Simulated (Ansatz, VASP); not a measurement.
## One calculation of GeSe, two programs

The input INCAR:

```
PREC     = Accurate       # precision mode
ENCUT    = 520            # plane-wave cutoff, eV
EDIFF    = 1E-7           # SCF threshold, eV
ISMEAR   = 0              # smearing method
SIGMA    = 0.1            # smearing width, eV
LREAL    = False          # projectors in reciprocal space
LASPH    = True           # aspherical terms in the spheres
NELM     = 100            # most SCF steps
ALGO     = Fast           # electronic algorithm
ISIF     = 2              # what is computed and relaxed
LWAVE    = False          # write WAVECAR
LCHARG   = True           # write CHGCAR
GGA      = PE             # functional
LELF     = True           # ELF
LVHAR    = True         
NBANDS   = 50             # bands
```

KPOINTS

```
regular mesh
0
Gamma
  2 4 4
```

File POSCAR:

```
GeSe
1.0
   11.2560348500      0.0000000000      0.0000000000
    0.0000000000      3.7871878100      0.0000000000
    0.0000000000      0.0000000000      4.6643633800
Ge Se
4 4
Direct
    0.1290986400      0.2500000000      0.1190017300
    0.8709013500      0.7500000000      0.8809982500
    0.3709013500      0.7500000000      0.6190017500
    0.6290986500      0.2500000000      0.3809982800
    0.8492791700      0.2500000000      0.5154685400
    0.1507208000      0.7500000000      0.4845314300
    0.6507208300      0.7500000000      0.0154685600
    0.3492792000      0.2500000000      0.9845314600
```

Input for Ansatz:

```yaml
crystal:
  lattice:
    - [11.256035, 0.0, 0.0]
    - [0.0, 3.787188, 0.0]
    - [0.0, 0.0, 4.664363]
  atoms:
    - { symbol: Ge, position: [0.129099, 0.25, 0.119002] }
    - { symbol: Ge, position: [0.870901, 0.75, 0.880998] }
    - { symbol: Ge, position: [0.370901, 0.75, 0.619002] }
    - { symbol: Ge, position: [0.629099, 0.25, 0.380998] }
    - { symbol: Se, position: [0.849279, 0.25, 0.515469] }
    - { symbol: Se, position: [0.150721, 0.75, 0.484531] }
    - { symbol: Se, position: [0.650721, 0.75, 0.015469] }
    - { symbol: Se, position: [0.349279, 0.25, 0.984531] }
basis:
  ecutwfc: 420
kpoints:
  mp_grid: { grid: [2, 4, 4] }
hamiltonian:
  xc: pbe
scf:
  occupations: { method: gaussian, width: 0.1 }
output:
  forces: true
  stress: true
  eigenvalues: true
```

The cell is a database's computed one.

Alike in both runs: task single point; functional PBE; k mesh 2 × 4 × 4; occupations gaussian, width 0.1 eV; no spin polarisation.

|  | VASP | Ansatz |
| --- | --- | --- |
| version | VASP 6.6.1 | Ansatz 0.2.0 |
| potentials or method | VASP PAW PBE potentials, release 64 (Ge_d, Se) | scalar-relativistic, plane waves, PAW |
| plane-wave cutoff (eV) | 520 | 420 |
| valence electrons in the cell | 80 | 120 |

```csv
,VASP,Ansatz,Ansatz less VASP
gap on the k mesh at the Fermi level (eV),0.86,0.87,+0.010
least direct gap on the mesh (eV),0.86,0.87,+0.010
pressure (GPa),1.5,1.5,-0.08
largest component of the traceless stress (GPa),0.93,0.93,-0.002
rms of the force components (eV/Å),0.153,0.141,-0.0114
```

Atom by atom the forces differ by 0.012 eV/Å (rms over components). The two sets of potentials don't hold the same shells in valence.

Caveats: this functional lacks dispersion, which binds the layers, so the pressure and a relaxed spacing across them are unreliable. A k mesh can miss the band edges.
